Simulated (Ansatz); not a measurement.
FeO (Wuestite):

```
CELL_PARAMETERS angstrom
0.00000 2.15540 2.15540
2.15540 0.00000 2.15540
2.15540 2.15540 0.00000
ATOMIC_POSITIONS crystal
Fe 0.00000 0.00000 0.00000
O 0.50000 0.50000 0.50000
```

Below is the output of Ansatz 0.2.0 for this cell. Logs are shortened: lines on timing, memory, paths and dates and some standing lists are left out, and cuts for length are marked.

```text
Warning: RAYON_NUM_THREADS=1 ignored (pool sized by the plan → 1); use --threads N
Engine: ansatz 0.2.0, x86_64-unknown-linux-gnu
Pseudopotentials: kind: paw
Pseudopotential: Fe, paw, valence charge 16, recommended cutoff 420 eV (normal), Fe.paw.azcp
Pseudopotential: O, paw, valence charge 6, recommended cutoff 420 eV (normal), O.paw.azcp
Functional definition: PBE
  parameter kappa = 0.804
  parameter beta = 0.06672455060314922
  exchange = pbe_x(kappa = kappa, mu = beta*pi^2/3)
  correlation = pbe_c(beta = beta)
Crystal: 2 atoms, lattice volume = 20.027 Å³
Basis set: ecut = 420 eV, 387 PW (Γ), exchange–correlation on 48×48×48 points (8 copies of the dense FFT grid, shifted against one another)
Bands: 17, of which v1, the nominal top of the filled ones, is band 11 counted from 1 (10 counted from 0)
Symmetry: 48 space group operations
Space group: Fm-3m (ITA 225), of the structure as read, at distance tolerance 2.7e-5 Å
Magnetic group: BNS 225.116 (UNI 1618), of the structure as read, at distance tolerance 2.7e-5 Å
k-points: 56 of 1331
Non-local potential: Fe, projectors of the file, l = 0: 3, l = 1: 2, l = 2: 3, l = 3: 1
Non-local potential: O, projectors of the file, l = 0: 2, l = 1: 2, l = 2: 1
PAW form: soft (Blöchl's): semilocal exchange-correlation on the pseudo side does not see the compensation charge
PAW one-centre angular grid: Fe, 590 points (default); XC on 64 Gauss nodes
PAW one-centre angular grid: O, 110 points (default); XC on 64 Gauss nodes
Initial density: superposition of atomic densities (chi_scale 0.1, normalization cell, long waves kept (reshape's long-wave potential 0.00 eV rms))
Starting moments: Σ|m| = 3 μB on 1 of 2 sites
Initial wavefunctions: pseudopotential atomic-orbital guess
Functional: x = pbe(κ = 0.804, μ = 0.2195149727645171), c = pbe(β = 0.06672455060314922)
[... 13 lines left out ...]
SCF iter  11: F=—  HF=-5047.122229 eV  |F-HF|=—  |Δ(HF+E_count)|=   5.67e-8  Δρ=6.41e-6 (↑6.41e-6 ↓1.65e-6)  dr2=4.56e-9  dr2_m=1.98e-9  M=4.001 μB ∫|m|=4.013 μB  β_m=0.87  ethr=1.19e-9  ⟨swp⟩=2.0  Hψ=3076  notcnv=0  defer=49
SCF iter  12: F=-5047.122229 eV  HF=-5047.122229 eV  |F-HF|=5.37e-11  |Δ(HF+E_count)|=  9.44e-10  Δρ=5.61e-7 (↑3.31e-7 ↓5.61e-7)  dr2=8.16e-11  dr2_m=1.64e-11  M=4.001 μB ∫|m|=4.013 μB  ethr=2.07e-11  ⟨swp⟩=5.7  Hψ=9646  notcnv=0
SCF 1 converged in 12 iterations: F = -5047.122229 eV  dr2 = 8.16e-11
  greatest PAW one-centre occupation: 1.005 electrons in one spin orbital (limit 2), on the Fe atom at site 0 (counted from 0), in its partial waves of l = 1
SCF converged after 12 iterations
Magnetization: 4.0008 μB (13.0004 up, 8.9996 down)
Absolute magnetization: 4.0128 μB (∫|ρ↑−ρ↓|, with the PAW one-centre terms)
Spin contamination: 0.0110 ħ² per cell (⟨S²⟩ above its minimum at these occupations)
Per-site moments (μB) at R_I (Å): [(3.4493300600575822, 0.8891025000000001), (0.3209641104079634, 0.8891025000000001)]
Free energy (F): -5047.122229 eV
Harris-Foulkes:  -5047.122229 eV  (|F-HF|=5.37e-11)
Internal energy: -5047.110596 eV  (E = F + TS)
E sigma→0 (E₀):  -5047.116412 eV
Entropy (-TS):   -0.011633 eV (-5.817 meV/atom)
Fermi energy:    14.627144 eV
--- Per-component energies (eV) ---
  E_band       = -266.771082
  E_kinetic    = 515.165725
  E_local      = -2598.972991  (includes V_loc(G=0)·N_el)
  E_nonlocal   = 279.435348
  E_hartree    = 1060.085691
  E_xc         = -187.933282
  E_vxc        = -241.002434  (∫ρ·V_xc dr)
  E_paw        = -1529.437881  (= ΣΔE_a)
  E_vpaw       = -341.571529  (= ΣTr[D̂ρ^β])
  E_aug_tail   = 0.003407  (compensation charges beyond the density's cutoff)
  E_ewald      = -2585.456612
  E_smearing   = -0.011633  (= −TS)
  E_closure    = 0.000000  (closes the sum)
  Σ components = -5047.122229   (vs F -5047.122229, Δ=0.00e0)
--- Forces (eV/Å), atoms counted from 1 ---
  atom   1  Fe    -0.00000000     0.00000000     0.00000000
  atom   2  O      0.00000000    -0.00000000     0.00000000
  max |Σ_I F_I| component: 1.40e-29 eV/Å
--- Stress (GPa, compression-positive) ---
       -0.206031      -0.000000      -0.000000
       -0.000000      -0.206031       0.000000
        0.000000      -0.000000      -0.206031
  P = ⅓ Tr σ = -0.2060 GPa (-2.060 kbar)
--- Band table (eV; the first three rows and the last of 112) ---
  k-point 0 ↑: bands = ["-75.2750", "-41.3072", "-41.3072", "-41.3072", "-6.1763", "10.7431", "10.7431", "10.7431", "10.7511", "10.7511", "10.7511", "10.9490", "10.9490", "14.6222", "29.8295", "31.5644", "31.5644"]
  k-point 1 ↑: bands = ["-75.2746", "-41.3114", "-41.3077", "-41.3077", "-6.0938", "9.8500", "9.9756", "9.9756", "10.8321", "10.8321", "11.1177", "11.7324", "11.7324", "15.2059", "28.5164", "31.3017", "31.3017"]
  k-point 2 ↑: bands = ["-75.2735", "-41.3227", "-41.3092", "-41.3092", "-5.8646", "8.6016", "9.2247", "9.2247", "10.9937", "10.9937", "11.3374", "12.5888", "12.5888", "16.3971", "26.5044", "30.2891", "30.2891"]
  k-point 55 ↓: bands = ["-71.1042", "-37.2785", "-37.2754", "-37.2578", "-4.3446", "8.3427", "8.4098", "9.1879", "14.4099", "14.7525", "15.3756", "15.7652", "16.5017", "23.3117", "24.2078", "24.2238", "27.6728"]
```

Q: What input gives this log?

A: Single point with PBE, collinear spin, ferromagnetic start. The files as run (others can give the same):

input.yaml
```yaml
crystal:
  lattice:
    - [0.0, 2.1554, 2.1554]
    - [2.1554, 0.0, 2.1554]
    - [2.1554, 2.1554, 0.0]
  atoms:
    - { symbol: Fe, position: [0.0, 0.0, 0.0], spin: 3.0 }
    - { symbol: O, position: [0.5, 0.5, 0.5] }
hamiltonian:
  xc: pbe
  pseudopotentials: { kind: paw }
magnetization:
  spin_polarized: true
kpoints:
  mp_grid: { grid: [11, 11, 11] }
scf:
  occupations: { method: fermi_dirac, width: 0.05 }
output:
  forces: true
  stress: true
  eigenvalues: true
  write_density: true
  write_potential: true
  elf: true
  volumetric_format: npy
```

Potentials or basis: Ansatz PAW.
Command:
```sh
$ ansatz run input.yaml --threads 1 --pin off --max-ram 2560MiB --backend cpu --events-out ev --progress --plain --runs-dir out
```

Caveat: the pressure holds a Pulay correction of +0.6 GPa for the finite cutoff; a cell with one magnetic atom can't hold antiferromagnetic order, which such compounds often take; semilocal functionals often make such compounds metallic where correlation or magnetic order opens a gap, which also shifts bond lengths.
